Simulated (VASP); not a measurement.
# Bi2Te3 (Tellurobismuthite): Cu into a neighbouring Te vacancy, part 2 of 4

How hard is this move in Bi2Te3 (Tellurobismuthite): Cu into a neighbouring Te vacancy? Both ends are relaxed first, then a band of images between them. The start is a cell from a database of measured crystal structures.

VASP 6.6.1, plane waves and PAW; the level of theory is named at each step.

So far. Step 2 (Relax the host): The run ended after 19 ionic steps, 0.064 eV below its first step, once forces and stress met EDIFFG = -0.02. Step 2 (Relax the host): An edge changed by 4 % against the database cell. Without a dispersion term, weakly bound directions of a crystal swell by this much or more. The relaxed cell has a = 4.444, c = 31.824 Å (conventional setting).

## Step 3: Relax the host again, on a new basis

Level of this step: PBE; plane waves and PAW (Bi, Te) (VASP).

The volume changed by more than 5 %, so the plane waves of the start no longer fit; a second relaxation removes that error.

Contents of INCAR:

```
SYSTEM = Bi2Te3
PREC = Accurate
ENCUT = 350
EDIFF = 1E-06
NELM = 120
ISMEAR = 0
SIGMA = 0.1
LREAL = .FALSE.
ALGO = Normal
GGA = PE
NBANDS = 20
LORBIT = 11
LWAVE = .FALSE.
LCHARG = .FALSE.
KPAR = 3
LASPH = .TRUE.
IBRION = 2
NSW = 30
ISIF = 3
EDIFFG = -0.02
POTIM = 0.4
```

Contents of POSCAR:

```
Bi2Te3
1.0
    2.2222077366      1.2829922349     10.6079868571
   -2.2222077366      1.2829922349     10.6079868571
    0.0000000000     -2.5659844699     10.6079868571
Bi Te
2 3
Direct
    0.6023169991      0.6023169991      0.6023169991
    0.3976830009      0.3976830009      0.3976830009
    0.7852647087      0.7852647087      0.7852647087
    0.2147352913      0.2147352913      0.2147352913
    0.0000000000      0.0000000000      0.0000000000
```

Contents of KPOINTS:

```
Automatic mesh
0
Gamma
5 5 5
0 0 0
```

PAW data sets: Bi and Te (PBE family, release 64).

The run is started by

```
$ mpirun -np 3 vasp_std
```

What it wrote:

```text
[... set-up lines as in an earlier step ...]
 entering main loop
       N       E                     dE             d eps       ncg     rms          rms(c)
DAV:   1     0.104504897187E+03    0.10450E+03   -0.77996E+03   760   0.789E+02
DAV:   2    -0.970006933372E+01   -0.11420E+03   -0.11123E+03  1044   0.140E+02
DAV:   3    -0.184257445361E+02   -0.87257E+01   -0.86024E+01   892   0.426E+01
DAV:   4    -0.187094931523E+02   -0.28375E+00   -0.28332E+00  1088   0.852E+00
DAV:   5    -0.187120770514E+02   -0.25839E-02   -0.25837E-02   920   0.889E-01    0.738E+00
DAV:   6    -0.183754544058E+02    0.33662E+00   -0.82885E-01   820   0.395E+00    0.519E+00
DAV:   7    -0.183802133625E+02   -0.47590E-02   -0.26558E-01   828   0.253E+00    0.174E+00
DAV:   8    -0.183849867131E+02   -0.47734E-02   -0.36628E-02   856   0.934E-01    0.714E-01
DAV:   9    -0.183845014232E+02    0.48529E-03   -0.23642E-03   888   0.336E-01    0.361E-01
DAV:  10    -0.183847617312E+02   -0.26031E-03   -0.18161E-03   844   0.191E-01    0.920E-02
DAV:  11    -0.183847584130E+02    0.33182E-05   -0.15146E-04   844   0.640E-02    0.534E-02
DAV:  12    -0.183847644304E+02   -0.60174E-05   -0.24911E-05   944   0.261E-02    0.197E-02
DAV:  13    -0.183847664194E+02   -0.19890E-05   -0.55250E-06   792   0.118E-02    0.426E-03
DAV:  14    -0.183847671593E+02   -0.73992E-06   -0.66548E-07   424   0.461E-03
   1 F= -.18384767E+02 E0= -.18384766E+02  d E =-.183848E+02
 curvature:   0.00 expect dE= 0.000E+00 dE for cont linesearch  0.000E+00
 trial: gam= 0.00000 g(F)=  0.230E-04 g(S)=  0.208E-04 ort = 0.000E+00 (trialstep = 0.100E+01)
 search vector abs. value=  0.438E-04
 reached required accuracy - stopping structural energy minimisation
```

Run time: 62 s. Hardware: 3 MPI ranks of Intel Xeon 6975P-C (Granite Rapids), shared host; peak memory 1.9 GiB.

OUTCAR, selected parts (step 3):

```text
  LATTYP: Found a trigonal (rhomboedric) cell.
 ALAT       =    10.9139205357
 COS(alpha) =     0.9170841167

The static configuration has the point symmetry D_3d.

 Found     19 irreducible k-points:

   dimension x,y,z NGX =    70 NGY =   70 NGZ =   70
   dimension x,y,z NGXF=   140 NGYF=  140 NGZF=  140

   ENCUT  =  350.0 eV  25.72 Ry    5.07 a.u.  16.65 16.65 16.65*2*pi/ulx,y,z

   NELECT =      28.0000    total number of electrons

 E-fermi :   4.9945

 k-point     1 :       0.0000    0.0000    0.0000
  band No.  band energies     occupation
    ...
     10       3.4251      2.00000
     11       3.4251      2.00000
     12       4.1175      2.00000
     13       4.1175      2.00000
     14       4.7559      1.99926
     15       5.2330      0.00074
     16       5.7880      0.00000
     17       5.7880      0.00000
     18       6.7873      0.00000
     19       6.9906      0.00000
    ...

 k-point     2 :       0.2000    0.0000    0.0000
  band No.  band energies     occupation
    ...
     10       3.0913      2.00000
     11       3.5177      2.00000
     12       3.9480      2.00000
     13       4.0582      2.00000
     14       4.4017      2.00000
     15       5.9960      0.00000
     16       6.3279      0.00000
     17       6.4756      0.00000
     18       7.1472      0.00000
     19       7.2402      0.00000
    ...

  Total        0.0047830      0.0047830      0.0514715      0.0000000     -0.0000000      0.0000000
  in kB        0.0422297      0.0422297      0.4544481      0.0000000     -0.0000000      0.0000000
  external PRESSURE =       0.1796358 kB  Pullay stress =       0.0000000 kB

 POSITION                                       TOTAL-FORCE (eV/Angst)
 -----------------------------------------------------------------------------------
      0.00000     -0.00000     19.16811         0.000000     -0.000000      0.017225
      0.00000     -0.00000     12.65585         0.000000      0.000000     -0.017225
      0.00000     -0.00000     24.99023         0.000000      0.000000     -0.001361
      0.00000     -0.00000      6.83373         0.000000     -0.000000      0.001361
      0.00000      0.00000      0.00000         0.000000     -0.000000      0.000000
 -----------------------------------------------------------------------------------
    total drift:                               -0.000000     -0.000000      0.000000

  FREE ENERGIE OF THE ION-ELECTRON SYSTEM (eV)
  ---------------------------------------------------
  free  energy   TOTEN  =       -18.3847671593 eV

  energy  without entropy=      -18.3847640981  energy(sigma->0) =      -18.38476563

 total charge
# of ion       s       p       d       tot
------------------------------------------
    1        1.804   1.580   0.120   3.504
    2        1.804   1.580   0.120   3.504
    3        1.401   1.916   0.019   3.336
    4        1.401   1.916   0.019   3.336
    5        1.382   1.972   0.020   3.374
--------------------------------------------------
tot          7.793   8.963   0.299  17.056

[... 4 parts as in an earlier step ...]

[... 7 further parts left out ...]
```

CONTCAR:

```
Bi2Te3
   1.00000000000000
     2.2222077366000001    1.2829922349000000   10.6079868571000002
    -2.2222077366000001    1.2829922349000000   10.6079868571000002
     0.0000000000000000   -2.5659844699000001   10.6079868571000002
  Bi              Te
     2     3
Direct
     0.6023169990999975    0.6023169990999975    0.6023169990999975
     0.3976830009000025    0.3976830009000025    0.3976830009000025
     0.7852647086999980    0.7852647086999980    0.7852647086999980
     0.2147352913000020    0.2147352913000020    0.2147352913000020
     0.0000000000000000    0.0000000000000000    0.0000000000000000
```

Little changed from the start: no atom moved by 0.005 Å and no cell edge by 0.1 %.

This step gave:

- electronic cycles: 14

The start already met the threshold, so nothing moved.

## Step 4: Relax the start

This step: PBE, spin-polarised, with small moments to start from; plane waves and PAW (Bi, Te, Cu) (VASP 6.6.1).

System of this step: Tellurobismuthite. The cell holds 19 atoms: 8 Bi, 10 Te and 1 Cu. Cell: a = 10.914 Å, b = 21.828 Å, c = 21.828 Å, α = 23.5°, β = 23.5°, γ = 23.5°. It derives from Bi2Te3 (Tellurobismuthite). Nearest the centre at fractional (1.000, 0.250, 0.500): Cu19 at 2.03 Å, Te13 at 3.70 Å, Te10 at 3.71 Å, Te14 at 3.72 Å, Te11 at 3.76 Å, Bi6 at 3.94 Å, Bi5 at 3.94 Å, Bi2 at 3.95 Å.

A path needs two true minima; the start is relaxed with symmetry off.

Contents of INCAR:

```
SYSTEM = CuBi8Te10
PREC = Normal
ENCUT = 300
EDIFF = 1E-05
NELM = 120
ISMEAR = 0
SIGMA = 0.05
LREAL = Auto
ALGO = Fast
GGA = PE
NBANDS = 86
ISPIN = 2
MAGMOM = 0 0 0 0 0 0 0 0 0 0 0.6 0 0.6 0 0 0 0 0 0.6
LASPH = .TRUE.
LMAXMIX = 4
LORBIT = 11
LWAVE = .FALSE.
LCHARG = .FALSE.
NCORE = 3
IBRION = 2
NSW = 60
ISIF = 2
EDIFFG = -0.05
POTIM = 0.4
MAXMIX = 40
ISYM = 0
```

Contents of POSCAR:

```
CuBi8Te10
1.0
    2.2222077366      1.2829922349     10.6079868571
   -4.4444154732      2.5659844698     21.2159737142
    0.0000000000     -5.1319689398     21.2159737142
Bi Te Cu
8 10 1
Direct
    0.6062144442      0.3015520831      0.2991276919
    0.5990854796      0.3054069856      0.7989465644
    0.6016396109      0.8032361108      0.2997632597
    0.6040580334      0.8007054119      0.8012564489
    0.3936426893      0.2001354096      0.1991132599
    0.4002972316      0.1974537903      0.6986464004
    0.3935012975      0.7002692597      0.1995122684
    0.4004375613      0.7014590019      0.6957957437
    0.7680467289      0.3962236752      0.8974852684
    0.7840564814      0.8939281100      0.3921455788
    0.7916686031      0.8863039651      0.8954028336
    0.2260247251      0.1038198304      0.1058958045
    0.2082456392      0.6064358633      0.1117021207
    0.2116077042      0.6053132855      0.6103417312
   -0.0028405099     -0.0010960563      0.0024236735
    0.0002039501     -0.0003277014      0.4997484523
    0.0051888580      0.4999225452     -0.0022145150
   -0.0020962929      0.5026339136      0.4979415324
    0.2164816399      0.1042845714      0.6104396009
```

Contents of KPOINTS:

```
Automatic mesh
0
Gamma
3 2 2
0 0 0
```

Potentials, in the order of the species: Bi, Te and Cu (PBE family, release 64).

The run is started by

```
$ mpirun -np 3 vasp_std
```

What it wrote:

```text
[banner, memory and clock lines left out]
running    3 mpi-ranks, on    1 nodes
 distrk:  each k-point on    3 cores,    1 groups
 distr:  one band on    3 cores,    1 groups

 POSCAR found type information on POSCAR BiTeCu
 POSCAR found :  3 types and      19 ions
 LDA part: xc-table for (Slater+PW92), standard interpolation
 POSCAR, INCAR and KPOINTS ok, starting setup
 FFT: planning ... GRIDC
 FFT: planning ... GRID_SOFT
 FFT: planning ... GRID
 WAVECAR not read
 entering main loop
       N       E                     dE             d eps       ncg     rms          rms(c)
DAV:   1     0.448412709593E+03    0.44841E+03   -0.26971E+04  2752   0.661E+02
DAV:   2    -0.172341274610E+02   -0.46565E+03   -0.42958E+03  3224   0.145E+02
DAV:   3    -0.651889906457E+02   -0.47955E+02   -0.46296E+02  3448   0.544E+01
DAV:   4    -0.680982646746E+02   -0.29093E+01   -0.28968E+01  4080   0.169E+01
DAV:   5    -0.681626291618E+02   -0.64364E-01   -0.64344E-01  3616   0.212E+00    0.162E+01
RMM:   6    -0.684342184706E+02   -0.27159E+00   -0.14972E+01  2762   0.119E+01    0.113E+01
RMM:   7    -0.668510997117E+02    0.15831E+01   -0.77291E+00  3036   0.123E+01    0.628E+00
RMM:   8    -0.670069115805E+02   -0.15581E+00   -0.77869E-01  2884   0.247E+00    0.264E+00
RMM:   9    -0.669918057941E+02    0.15106E-01   -0.80863E-01  3073   0.405E+00    0.153E+00
RMM:  10    -0.669517652089E+02    0.40041E-01   -0.10618E-01  3088   0.148E+00    0.489E-01
RMM:  11    -0.669526686389E+02   -0.90343E-03   -0.38334E-02  3247   0.468E-01    0.265E-01
RMM:  12    -0.669527484916E+02   -0.79853E-04   -0.59144E-03  3154   0.306E-01    0.136E-01
RMM:  13    -0.669529810781E+02   -0.23259E-03   -0.29940E-03  3108   0.164E-01    0.854E-02
RMM:  14    -0.669529885719E+02   -0.74938E-05   -0.67815E-04  3051   0.622E-02    0.612E-02
RMM:  15    -0.669529980940E+02   -0.95221E-05   -0.97996E-05  2486   0.240E-02
   1 F= -.66952998E+02 E0= -.66945198E+02  d E =-.669530E+02  mag=     0.0233
 curvature:   0.00 expect dE= 0.000E+00 dE for cont linesearch  0.000E+00
 trial: gam= 0.00000 g(F)=  0.111E+00 g(S)=  0.000E+00 ort = 0.000E+00 (trialstep = 0.100E+01)
 search vector abs. value=  0.111E+00
 bond charge predicted
       N       E                     dE             d eps       ncg     rms          rms(c)
DAV:   1    -0.670394469166E+02   -0.86458E-01   -0.66767E+00  3000   0.564E+00    0.518E-01
RMM:   2    -0.670527712590E+02   -0.13324E-01   -0.14180E-01  2929   0.143E+00    0.254E-01
RMM:   3    -0.670567405942E+02   -0.39693E-02   -0.45845E-02  3305   0.810E-01    0.208E-01
RMM:   4    -0.670570636495E+02   -0.32306E-03   -0.10191E-02  3331   0.297E-01    0.108E-01
RMM:   5    -0.670570960685E+02   -0.32419E-04   -0.82593E-04  3124   0.967E-02    0.983E-02
RMM:   6    -0.670570351062E+02    0.60962E-04   -0.37333E-04  2888   0.593E-02    0.442E-02
RMM:   7    -0.670570207896E+02    0.14317E-04   -0.16963E-04  2460   0.402E-02    0.244E-02
RMM:   8    -0.670570183079E+02    0.24817E-05   -0.42230E-05  2098   0.192E-02
   2 F= -.67057018E+02 E0= -.67049139E+02  d E =-.104020E+00  mag=    -0.0016
[... from here on, the cycles between the ionic steps are left out ...]
   3 F= -.67283758E+02 E0= -.67275643E+02  d E =-.330760E+00  mag=    -0.0146
   4 F= -.67289619E+02 E0= -.67283935E+02  d E =-.336621E+00  mag=     0.0084
   5 F= -.67372470E+02 E0= -.67365129E+02  d E =-.419472E+00  mag=    -0.0003
   6 F= -.67434882E+02 E0= -.67428116E+02  d E =-.624119E-01  mag=     0.0018
   7 F= -.67453432E+02 E0= -.67447181E+02  d E =-.809622E-01  mag=     0.0000
   8 F= -.67473668E+02 E0= -.67468377E+02  d E =-.202359E-01  mag=    -0.0005
   9 F= -.67487981E+02 E0= -.67483741E+02  d E =-.345488E-01  mag=    -0.0012
  10 F= -.67488203E+02 E0= -.67484071E+02  d E =-.347714E-01  mag=    -0.0002
  11 F= -.67500585E+02 E0= -.67496631E+02  d E =-.123813E-01  mag=     0.0008
  12 F= -.67506792E+02 E0= -.67502904E+02  d E =-.185885E-01  mag=    -0.0007
  13 F= -.67507381E+02 E0= -.67503494E+02  d E =-.191779E-01  mag=    -0.0007
  14 F= -.67517509E+02 E0= -.67513572E+02  d E =-.101278E-01  mag=     0.0011
  15 F= -.67518233E+02 E0= -.67514261E+02  d E =-.108518E-01  mag=     0.0008
 curvature:  -4.99 expect dE=-0.484E-02 dE for cont linesearch -0.560E-06
 trial: gam= 0.29737 g(F)=  0.971E-03 g(S)=  0.000E+00 ort =-0.257E-04 (trialstep = 0.473E+01)
 search vector abs. value=  0.148E-02
 bond charge predicted
       N       E                     dE             d eps       ncg     rms          rms(c)
DAV:   1    -0.675188140370E+02   -0.58848E-03   -0.80181E-01  2776   0.221E+00    0.207E-01
RMM:   2    -0.675212183338E+02   -0.24043E-02   -0.24735E-02  2960   0.480E-01    0.104E-01
RMM:   3    -0.675216028358E+02   -0.38450E-03   -0.37682E-03  3310   0.222E-01    0.143E-01
RMM:   4    -0.675217111525E+02   -0.10832E-03   -0.57972E-04  3158   0.921E-02    0.148E-01
RMM:   5    -0.675217376922E+02   -0.26540E-04   -0.12865E-04  2584   0.361E-02    0.134E-01
RMM:   6    -0.675216620122E+02    0.75680E-04   -0.88187E-05  2337   0.496E-02    0.895E-02
RMM:   7    -0.675216212835E+02    0.40729E-04   -0.83487E-05  2320   0.364E-02    0.532E-02
RMM:   8    -0.675216049987E+02    0.16285E-04   -0.86633E-05  2372   0.349E-02    0.204E-02
RMM:   9    -0.675216060645E+02   -0.10658E-05   -0.20025E-05  2057   0.148E-02
  16 F= -.67521606E+02 E0= -.67517609E+02  d E =-.337304E-02  mag=     0.0002
 trial-energy change:   -0.003373  1 .order   -0.003314   -0.004559   -0.002070
 step:   7.9132(harm=  8.6678)  dis= 0.01737  next Energy=   -67.522319 (dE=-0.409E-02)
 reached required accuracy - stopping structural energy minimisation
```

Run time: 44 min. Hardware: 3 MPI ranks; peak memory 1.9 GiB.

(Continued in part 3 of 4.)

[Lines on the potential files, build, host, timing and source positions are cut from VASP's logs without a mark.]

[Logs are printed without paths, hosts, clocks, repeated set-up lines and the standing remarks that a program may print on its own settings, such as how far it seeks lower states.]

[Hosts, paths, dates, database ids (printed as entryN), source tags and the programs' standing remarks are cut or masked in the printed files.]

[Runs that stopped without an error message from VASP are left out.]
